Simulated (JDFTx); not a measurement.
# MgO (Fm-3m) in JDFTx: equation of state

Aim: energy against volume of MgO in PBE, for its equilibrium volume and stiffness.

Everything below comes from runs of JDFTx 1.7.0 (patched build). Logs are shortened: lines on timing, memory, paths and dates and some standing lists are left out, and cuts for length are marked. The log counts tension as positive stress, the text compression.

**1. The structure**

Symmetry: Fm-3m, No. 225, cubic system. The conventional cell has a = 4.194 Å, b = 4.194 Å, c = 4.194 Å, α = 90.00°, β = 90.00°, γ = 90.00°. Around Mg (site symmetry m-3m) lie 6 O at 2.10 Å. Around O (site symmetry m-3m) lie 6 Mg at 2.10 Å.

The cell is a database's computed one.

**2. Equation of state, PBE, 8.67 Å³/atom (volume scaled by 0.94)**

Contents of MgO.in:

```
lattice \
    0.0000000000     3.8818629976     3.8818629976 \
    3.8818629976     0.0000000000     3.8818629976 \
    3.8818629976     3.8818629976     0.0000000000
coords-type Lattice
ion Mg     0.0000000000     0.0000000000     0.0000000000 1
ion O      0.5000000000     0.5000000000     0.5000000000 1

ion-species pseudo/Mg.upf
ion-species pseudo/O.upf
elec-cutoff 42
elec-ex-corr gga-PBE
kpoint-folding 11 11 11
elec-smearing Fermi 0.0018374661
elec-n-bands 14
electronic-SCF nIterations 100 energyDiffThreshold 1e-08
electronic-minimize nIterations 30 energyDiffThreshold 1e-7
forces-output-coords Cartesian

dump-name run.$VAR
dump End Ecomponents EigStats BandEigs Kpoints Forces Stress
```

Potentials or basis: PseudoDojo-SR-PBE-0.5-standard.

On the command line:

```
> jdftx -c 1 -i MgO.in -o MgO.out
```

The program printed:

```text
*************** JDFTx 1.7.0 (patched build) ***************

Input parsed successfully to the following command list (including defaults):
[... the input with its defaults ...]

---------- Setting up symmetries ----------

Found 48 point-group symmetries of the bravais lattice
Found 48 space-group symmetries with basis
Applied RMS atom displacement 0 bohrs to make symmetries exact.

---------- Initializing the Grid ----------
R =
[            0      3.88186      3.88186  ]
[      3.88186            0      3.88186  ]
[      3.88186      3.88186            0  ]
unit cell volume = 116.991
G =
[    -0.8093     0.8093     0.8093  ]
[     0.8093    -0.8093     0.8093  ]
[     0.8093     0.8093    -0.8093  ]
Minimum fftbox size, Smin = [  36  36  36  ]
Chosen fftbox size, S = [  36  36  36  ]

---------- Exchange Correlation functional ----------
Initalized PBE GGA exchange.
Initalized PBE GGA correlation.

---------- Setting up pseudopotentials ----------
Width of ionic core gaussian charges (only for fluid interactions / plotting) set to 0

Reading pseudopotential file 'pseudo/Mg.upf':
  'Mg' pseudopotential, 'PBE' functional
  Generated using ONCVPSP code by D. R. Hamann
  10 valence electrons, 3 orbitals, 4 projectors, 1001 radial grid points, with lMax = 1
    2S    l: 0   occupation:  2.0   eigenvalue: -2.934267
    2P    l: 1   occupation:  6.0   eigenvalue: -1.713025
    3S    l: 0   occupation:  2.0   eigenvalue: -0.172924
  Core radius for overlap checks: 1.50 bohrs.

Reading pseudopotential file 'pseudo/O.upf':
  'O' pseudopotential, 'PBE' functional
  Generated using ONCVPSP code by D. R. Hamann
  6 valence electrons, 2 orbitals, 5 projectors, 936 radial grid points, with lMax = 2
    2S    l: 0   occupation:  2.0   eigenvalue: -0.880572
    2P    l: 1   occupation:  4.0   eigenvalue: -0.331869
  Core radius for overlap checks: 1.39 bohrs.

Initialized 2 species with 2 total atoms.

Folded 1 k-points by 11x11x11 to 1331 k-points.

---------- Setting up k-points, bands, fillings ----------
Reduced to 56 k-points under symmetry.
Computing the number of bands and number of electrons
Calculating initial fillings.
nElectrons:  16.000000   nBands: 14   nStates: 56

----- Setting up reduced wavefunction bases (one per k-point) -----
average nbasis = 1520.749 , ideal nbasis = 1520.963

---------- Setting up ewald sum ----------
Optimum gaussian width for ewald sums = 1.763075 bohr.
Real space sum over 1331 unit cells with max indices [  5  5  5  ]
Reciprocal space sum over 2197 terms with max indices [  6  6  6  ]

---------- Allocating electronic variables ----------
Initializing wave functions:  linear combination of atomic orbitals
Note: number of bands (14) exceeds available atomic orbitals (9)
Mg pseudo-atom occupations:   s ( 2 2 )  p ( 6 )
O pseudo-atom occupations:   s ( 2 )  p ( 4 )
	FillingsUpdate:  mu: +0.589890214  nElectrons: 16.000000
LCAOMinimize: Iter:   0  F: -75.3977525463342175  |grad|_K:  6.482e-03  alpha:  1.000e+00
	FillingsUpdate:  mu: +0.509404906  nElectrons: 16.000000
LCAOMinimize: Iter:   1  F: -75.4985886541507369  |grad|_K:  6.795e-04  alpha:  3.721e-01  linmin: -3.182e-01  cgtest:  9.200e-01
LCAOMinimize: Encountered beta<0, resetting CG.
[... 6 lines of inner loops ...]
LCAOMinimize: Iter:   4  F: -75.4996089561560382  |grad|_K:  1.293e-06  alpha:  4.299e-01  linmin: -7.653e-05  cgtest: -1.923e-06
	FillingsUpdate:  mu: +0.502070743  nElectrons: 16.000000
LCAOMinimize: Iter:   5  F: -75.4996089643527313  |grad|_K:  6.285e-08  alpha:  8.945e-01  linmin:  3.016e-03  cgtest: -1.616e-02
LCAOMinimize: Converged (|Delta F|<1.000000e-06 for 2 iters).

-------- Electronic minimization -----------
Will mix electronic density at each iteration.
	FillingsUpdate:  mu: +0.502070743  nElectrons: 16.000000
	FillingsUpdate:  mu: +0.491872884  nElectrons: 16.000000
SCF: Cycle:  0   F: -75.527447326180535   dF: -2.784e-02   |Residual|: 6.432e-02   |deigs|: 2.069e-01
	FillingsUpdate:  mu: +0.486394043  nElectrons: 16.000000
SCF: Cycle:  1   F: -75.530607484120125   dF: -3.160e-03   |Residual|: 1.146e-02   |deigs|: 1.458e-02
	FillingsUpdate:  mu: +0.487708897  nElectrons: 16.000000
SCF: Cycle:  2   F: -75.530642591343195   dF: -3.511e-05   |Residual|: 6.504e-03   |deigs|: 5.669e-03
	FillingsUpdate:  mu: +0.489099193  nElectrons: 16.000000
SCF: Cycle:  3   F: -75.530647132588314   dF: -4.541e-06   |Residual|: 8.121e-04   |deigs|: 2.691e-03
	FillingsUpdate:  mu: +0.489153054  nElectrons: 16.000000
SCF: Cycle:  4   F: -75.530647370271609   dF: -2.377e-07   |Residual|: 2.736e-04   |deigs|: 6.428e-04
	FillingsUpdate:  mu: +0.489209819  nElectrons: 16.000000
SCF: Cycle:  5   F: -75.530647398734260   dF: -2.846e-08   |Residual|: 4.541e-05   |deigs|: 3.132e-04
	FillingsUpdate:  mu: +0.489212686  nElectrons: 16.000000
SCF: Cycle:  6   F: -75.530647400757630   dF: -2.023e-09   |Residual|: 1.922e-05   |deigs|: 1.709e-04
	FillingsUpdate:  mu: +0.489214556  nElectrons: 16.000000
SCF: Cycle:  7   F: -75.530647401125407   dF: -3.678e-10   |Residual|: 7.977e-06   |deigs|: 1.149e-04
SCF: Converged (|Delta E|<1.000000e-08 for 2 iters).

Setting wave functions to eigenvectors of Hamiltonian

# Stress tensor in Cartesian coordinates [Eh/a0^3]:
[ -0.000648364            0            0  ]
[            0 -0.000648364            0  ]
[            0            0 -0.000648364  ]

# Ionic positions in lattice coordinates:
ion Mg   0.000000000000000   0.000000000000000   0.000000000000000 1
ion O   0.500000000000000   0.500000000000000   0.500000000000000 1

# Forces in Cartesian coordinates:
force Mg  -0.000000000000000   0.000000000000000  -0.000000000000000 1
force O  -0.000000000000000   0.000000000000000  -0.000000000000000 1

# Energy components:
   Eewald =      -48.5790707147264627
       EH =       20.1571468441975128
     Eloc =      -60.0687499086358301
      Enl =      -20.7567969911715764
      Exc =      -12.2889043897296375
 Exc_core =        0.5168404925450165
       KE =       45.4888872663955652
-------------------------------------
     Etot =      -75.5306474011254068
       TS =        0.0000000000000014
-------------------------------------
        F =      -75.5306474011254068

IonicMinimize: Iter:   0  F: -75.530647401125407  |grad|_K:  5.605e-42
IonicMinimize: Converged (|grad|_K<1.000000e-04).

#--- Lowdin population analysis ---
# oxidation-state Mg +1.538
# oxidation-state O -1.386

Dumping 'run.eigStats' ...
	eMin: -2.318738 at state 0 ( [ +0.000000 +0.000000 +0.000000 ] spin 0 )
	HOMO: +0.331091 at state 0 ( [ +0.000000 +0.000000 +0.000000 ] spin 0 )
	mu  : +0.489215
	LUMO: +0.534518 at state 0 ( [ +0.000000 +0.000000 +0.000000 ] spin 0 )
	eMax: +1.372262 at state 30 ( [ +0.000000 +0.363636 +0.363636 ] spin 0 )
	HOMO-LUMO gap: +0.203427
	Optical gap  : +0.203427 at state 0 ( [ +0.000000 +0.000000 +0.000000 ] spin 0 )
Done!
[note: mu as printed may lie anywhere between the filled and the empty levels]
```

It took 37 s on 1 thread of Arm Neoverse V2, shared host; peak memory 0.08 GiB.

What came out:

* Free energy: -2055.2936 eV
* Pressure: 19.1 GPa
* Band gap on the k mesh: 5.54 eV, direct
* Loewdin charges: Mg +1.54; O -1.39 e

Caveat: the empty levels aren't tightly converged.

**3. Equation of state, PBE, 8.85 Å³/atom (volume scaled by 0.96)**

Edit MgO.in of step 2 so:

```diff
@@ -1,5 +1,5 @@
 lattice \
-    0.0000000000     3.8818629976     3.8818629976 \
-    3.8818629976     0.0000000000     3.8818629976 \
-    3.8818629976     3.8818629976     0.0000000000
+    0.0000000000     3.9092009618     3.9092009618 \
+    3.9092009618     0.0000000000     3.9092009618 \
+    3.9092009618     3.9092009618     0.0000000000
 coords-type Lattice
@@ -20,2 +20,2 @@
 dump-name run.$VAR
-dump End Ecomponents EigStats BandEigs Kpoints Forces Stress
+dump End Ecomponents EigStats BandEigs Kpoints Forces Stress ElecDensity Dtot KEdensity
```

Potentials or basis: PseudoDojo-SR-PBE-0.5-standard.

On the command line:

```
> jdftx -c 1 -i MgO.in -o MgO.out
```

It took 39 s on 1 thread of Arm Neoverse V2, shared host; peak memory 0.08 GiB.

It converged, with:

* Free energy: -2055.3324 eV
* Pressure: 14.5 GPa
* Band gap on the k mesh: 5.31 eV, direct
* Loewdin charges: Mg +1.54; O -1.38 e

Caveat: the empty levels aren't tightly converged.

**4. Equation of state, PBE, 9.04 Å³/atom (volume scaled by 0.98)**

Edit MgO.in of step 3 so:

```diff
@@ -1,5 +1,5 @@
 lattice \
-    0.0000000000     3.9092009618     3.9092009618 \
-    3.9092009618     0.0000000000     3.9092009618 \
-    3.9092009618     3.9092009618     0.0000000000
+    0.0000000000     3.9361618204     3.9361618204 \
+    3.9361618204     0.0000000000     3.9361618204 \
+    3.9361618204     3.9361618204     0.0000000000
 coords-type Lattice
```

On the command line:

```
> jdftx -c 1 -i MgO.in -o MgO.out
```

Wall time 38 s (1 thread of Arm Neoverse V2, shared host); peak memory 0.08 GiB.

The run converged. Its results:

```yaml
Free_energy: -2055.3612 eV
Pressure: 10.5 GPa
Band_gap_on_the_k_mesh: 5.10 eV, direct
Loewdin_charges: Mg +1.53; O -1.38 e
```

Caveat: the empty levels aren't tightly converged.

**5. Equation of state, PBE, 9.22 Å³/atom**

Edit MgO.in of step 4 so:

```diff
@@ -1,5 +1,5 @@
 lattice \
-    0.0000000000     3.9361618204     3.9361618204 \
-    3.9361618204     0.0000000000     3.9361618204 \
-    3.9361618204     3.9361618204     0.0000000000
+    0.0000000000     3.9627583152     3.9627583152 \
+    3.9627583152     0.0000000000     3.9627583152 \
+    3.9627583152     3.9627583152     0.0000000000
 coords-type Lattice
```

On the command line:

```
> jdftx -c 1 -i MgO.in -o MgO.out
```

Run time: 38 s. Hardware: 1 thread of Arm Neoverse V2, shared host; peak memory 0.08 GiB.

It converged, with:

| Item | Value |
| --- | --- |
| Free energy | -2055.3811 eV |
| Pressure | 6.7 GPa |
| Band gap on the k mesh | 4.89 eV, direct |
| Loewdin charges | Mg +1.53; O -1.37 e |

Caveat: the empty levels aren't tightly converged.

**6. Equation of state, PBE, 9.41 Å³/atom (volume scaled by 1.02)**

Edit MgO.in of step 5 so:

```diff
@@ -1,5 +1,5 @@
 lattice \
-    0.0000000000     3.9627583152     3.9627583152 \
-    3.9627583152     0.0000000000     3.9627583152 \
-    3.9627583152     3.9627583152     0.0000000000
+    0.0000000000     3.9890025126     3.9890025126 \
+    3.9890025126     0.0000000000     3.9890025126 \
+    3.9890025126     3.9890025126     0.0000000000
 coords-type Lattice
```

Potentials or basis: PseudoDojo-SR-PBE-0.5-standard.

On the command line:

```
> jdftx -c 1 -i MgO.in -o MgO.out
```

The program printed:

```text
*************** JDFTx 1.7.0 (patched build) ***************

[... 9 lines left out ...]
---------- Initializing the Grid ----------
R =
[            0        3.989        3.989  ]
[        3.989            0        3.989  ]
[        3.989        3.989            0  ]
unit cell volume = 126.947
G =
[  -0.787563   0.787563   0.787563  ]
[   0.787563  -0.787563   0.787563  ]
[   0.787563   0.787563  -0.787563  ]
Minimum fftbox size, Smin = [  36  36  36  ]
Chosen fftbox size, S = [  36  36  36  ]

---------- Exchange Correlation functional ----------
Initalized PBE GGA exchange.
Initalized PBE GGA correlation.

---------- Setting up pseudopotentials ----------
Width of ionic core gaussian charges (only for fluid interactions / plotting) set to 0

Reading pseudopotential file 'pseudo/Mg.upf':
  'Mg' pseudopotential, 'PBE' functional
  Generated using ONCVPSP code by D. R. Hamann
  10 valence electrons, 3 orbitals, 4 projectors, 1001 radial grid points, with lMax = 1
    2S    l: 0   occupation:  2.0   eigenvalue: -2.934267
    2P    l: 1   occupation:  6.0   eigenvalue: -1.713025
    3S    l: 0   occupation:  2.0   eigenvalue: -0.172924
  Core radius for overlap checks: 1.50 bohrs.

Reading pseudopotential file 'pseudo/O.upf':
  'O' pseudopotential, 'PBE' functional
  Generated using ONCVPSP code by D. R. Hamann
  6 valence electrons, 2 orbitals, 5 projectors, 936 radial grid points, with lMax = 2
    2S    l: 0   occupation:  2.0   eigenvalue: -0.880572
    2P    l: 1   occupation:  4.0   eigenvalue: -0.331869
  Core radius for overlap checks: 1.39 bohrs.

Initialized 2 species with 2 total atoms.

Folded 1 k-points by 11x11x11 to 1331 k-points.

---------- Setting up k-points, bands, fillings ----------
Reduced to 56 k-points under symmetry.
Computing the number of bands and number of electrons
Calculating initial fillings.
nElectrons:  16.000000   nBands: 14   nStates: 56

----- Setting up reduced wavefunction bases (one per k-point) -----
average nbasis = 1650.678 , ideal nbasis = 1650.406

---------- Setting up ewald sum ----------
Optimum gaussian width for ewald sums = 1.811736 bohr.
Real space sum over 1331 unit cells with max indices [  5  5  5  ]
Reciprocal space sum over 2197 terms with max indices [  6  6  6  ]

---------- Allocating electronic variables ----------
Initializing wave functions:  linear combination of atomic orbitals
Note: number of bands (14) exceeds available atomic orbitals (9)
Mg pseudo-atom occupations:   s ( 2 2 )  p ( 6 )
O pseudo-atom occupations:   s ( 2 )  p ( 4 )
	FillingsUpdate:  mu: +0.530044718  nElectrons: 16.000000
LCAOMinimize: Iter:   0  F: -75.4008757577027495  |grad|_K:  6.681e-03  alpha:  1.000e+00
	FillingsUpdate:  mu: +0.437035510  nElectrons: 16.000000
LCAOMinimize: Iter:   1  F: -75.5043496234341518  |grad|_K:  8.206e-04  alpha:  3.524e-01  linmin: -3.145e-01  cgtest:  9.161e-01
LCAOMinimize: Encountered beta<0, resetting CG.
[... 6 lines of inner loops ...]
LCAOMinimize: Iter:   4  F: -75.5057808398055954  |grad|_K:  1.414e-06  alpha:  3.935e-01  linmin: -8.604e-05  cgtest: -1.145e-04
	FillingsUpdate:  mu: +0.429019076  nElectrons: 16.000000
LCAOMinimize: Iter:   5  F: -75.5057808501523766  |grad|_K:  5.526e-08  alpha:  9.432e-01  linmin:  2.014e-03  cgtest: -7.772e-03
LCAOMinimize: Converged (|Delta F|<1.000000e-06 for 2 iters).

-------- Electronic minimization -----------
Will mix electronic density at each iteration.
	FillingsUpdate:  mu: +0.429019076  nElectrons: 16.000000
	FillingsUpdate:  mu: +0.422013259  nElectrons: 16.000000
SCF: Cycle:  0   F: -75.531262527537123   dF: -2.548e-02   |Residual|: 6.055e-02   |deigs|: 1.380e-01
	FillingsUpdate:  mu: +0.417309501  nElectrons: 16.000000
SCF: Cycle:  1   F: -75.534234199735351   dF: -2.972e-03   |Residual|: 1.202e-02   |deigs|: 1.651e-02
	FillingsUpdate:  mu: +0.418725781  nElectrons: 16.000000
SCF: Cycle:  2   F: -75.534289163551506   dF: -5.496e-05   |Residual|: 6.513e-03   |deigs|: 3.796e-03
	FillingsUpdate:  mu: +0.420131866  nElectrons: 16.000000
SCF: Cycle:  3   F: -75.534294697450576   dF: -5.534e-06   |Residual|: 1.063e-03   |deigs|: 1.958e-03
	FillingsUpdate:  mu: +0.420226345  nElectrons: 16.000000
SCF: Cycle:  4   F: -75.534295007357713   dF: -3.099e-07   |Residual|: 3.026e-04   |deigs|: 4.008e-04
	FillingsUpdate:  mu: +0.420286123  nElectrons: 16.000000
SCF: Cycle:  5   F: -75.534295050661456   dF: -4.330e-08   |Residual|: 6.058e-05   |deigs|: 3.854e-04
	FillingsUpdate:  mu: +0.420293947  nElectrons: 16.000000
SCF: Cycle:  6   F: -75.534295053627844   dF: -2.966e-09   |Residual|: 2.592e-05   |deigs|: 4.187e-04
	FillingsUpdate:  mu: +0.420294841  nElectrons: 16.000000
SCF: Cycle:  7   F: -75.534295053995393   dF: -3.675e-10   |Residual|: 1.134e-05   |deigs|: 4.038e-04
SCF: Converged (|Delta E|<1.000000e-08 for 2 iters).

Setting wave functions to eigenvectors of Hamiltonian

# Stress tensor in Cartesian coordinates [Eh/a0^3]:
[ -0.000115466            0            0  ]
[            0 -0.000115466            0  ]
[            0            0 -0.000115466  ]

# Ionic positions in lattice coordinates:
ion Mg   0.000000000000000   0.000000000000000   0.000000000000000 1
ion O   0.500000000000000   0.500000000000000   0.500000000000000 1

# Forces in Cartesian coordinates:
force Mg  -0.000000000000000   0.000000000000000   0.000000000000000 1
force O   0.000000000000000   0.000000000000000  -0.000000000000000 1

# Energy components:
   Eewald =      -47.2742988929277317
       EH =       20.8149590504959683
     Eloc =      -61.9504930639501268
      Enl =      -20.7047438092958664
      Exc =      -12.2442802748833319
 Exc_core =        0.5168411089710518
       KE =       45.3077208275946504
-------------------------------------
     Etot =      -75.5342950539953932
       TS =        0.0000000000000014
-------------------------------------
        F =      -75.5342950539953932

IonicMinimize: Iter:   0  F: -75.534295053995393  |grad|_K:        nan
IonicMinimize: None of the convergence criteria satisfied after 0 iterations.

#--- Lowdin population analysis ---
# oxidation-state Mg +1.527
# oxidation-state O -1.370

Dumping 'run.eigStats' ...
	eMin: -2.367046 at state 0 ( [ +0.000000 +0.000000 +0.000000 ] spin 0 )
	HOMO: +0.292869 at state 0 ( [ +0.000000 +0.000000 +0.000000 ] spin 0 )
	mu  : +0.420295
	LUMO: +0.465598 at state 0 ( [ +0.000000 +0.000000 +0.000000 ] spin 0 )
	eMax: +1.274324 at state 32 ( [ +0.000000 +0.363636 -0.454545 ] spin 0 )
	HOMO-LUMO gap: +0.172728
	Optical gap  : +0.172728 at state 0 ( [ +0.000000 +0.000000 +0.000000 ] spin 0 )
Done!
[note: mu as printed may lie anywhere between the filled and the empty levels]
```

It took 38 s on 1 thread of Arm Neoverse V2, shared host; peak memory 0.08 GiB.

Results:

```yaml
Free_energy: -2055.3929 eV
Pressure: 3.4 GPa
Band_gap_on_the_k_mesh: 4.70 eV, direct
Loewdin_charges: Mg +1.53; O -1.37 e
```

Caveat: the empty levels aren't tightly converged.

**7. Equation of state, PBE, 9.59 Å³/atom (volume scaled by 1.04)**

Edit MgO.in of step 6 so:

```diff
@@ -1,5 +1,5 @@
 lattice \
-    0.0000000000     3.9890025126     3.9890025126 \
-    3.9890025126     0.0000000000     3.9890025126 \
-    3.9890025126     3.9890025126     0.0000000000
+    0.0000000000     4.0149058520     4.0149058520 \
+    4.0149058520     0.0000000000     4.0149058520 \
+    4.0149058520     4.0149058520     0.0000000000
 coords-type Lattice
```

On the command line:

```
> jdftx -c 1 -i MgO.in -o MgO.out
```

It took 38 s on 1 thread of Arm Neoverse V2, shared host; peak memory 0.09 GiB.

It converged, with:

```
Free energy            : -2055.3973 eV
Pressure               : 0.3 GPa
Band gap on the k mesh : 4.51 eV, direct
Loewdin charges        : Mg +1.52; O -1.37 e
```

Caveat: the empty levels aren't tightly converged.

**8. Equation of state, PBE, 9.77 Å³/atom (volume scaled by 1.06)**

Edit MgO.in of step 7 so:

```diff
@@ -1,5 +1,5 @@
 lattice \
-    0.0000000000     4.0149058520     4.0149058520 \
-    4.0149058520     0.0000000000     4.0149058520 \
-    4.0149058520     4.0149058520     0.0000000000
+    0.0000000000     4.0404791902     4.0404791902 \
+    4.0404791902     0.0000000000     4.0404791902 \
+    4.0404791902     4.0404791902     0.0000000000
 coords-type Lattice
```

On the command line:

```
> jdftx -c 1 -i MgO.in -o MgO.out
```

It took 39 s on 1 thread of Arm Neoverse V2, shared host; peak memory 0.09 GiB.

Results (log left out):

| Item | Value |
| --- | --- |
| Free energy | -2055.3950 eV |
| Pressure | -2.4 GPa |
| Band gap on the k mesh | 4.34 eV, direct |
| Loewdin charges | Mg +1.52; O -1.36 e |

Caveat: the empty levels aren't tightly converged.

**9. Equation of state, PBE**

Potentials or basis: PseudoDojo-SR-PBE-0.5-standard.

This step only gathers the single runs of the series.

Results:

```
Equilibrium volume                      : 9.62 Å³/atom
Bulk modulus                            : 149 GPa
Pressure derivative of the bulk modulus : 4.1
```

Energy against volume, from the lowest point:
```csv
volume (Å³/atom),energy (meV/atom)
8.668,51.82
8.853,32.43
9.037,18.01
9.221,8.07
9.406,2.19
9.590,0.00
9.775,1.15
```

Caveat: the empty levels aren't tightly converged.
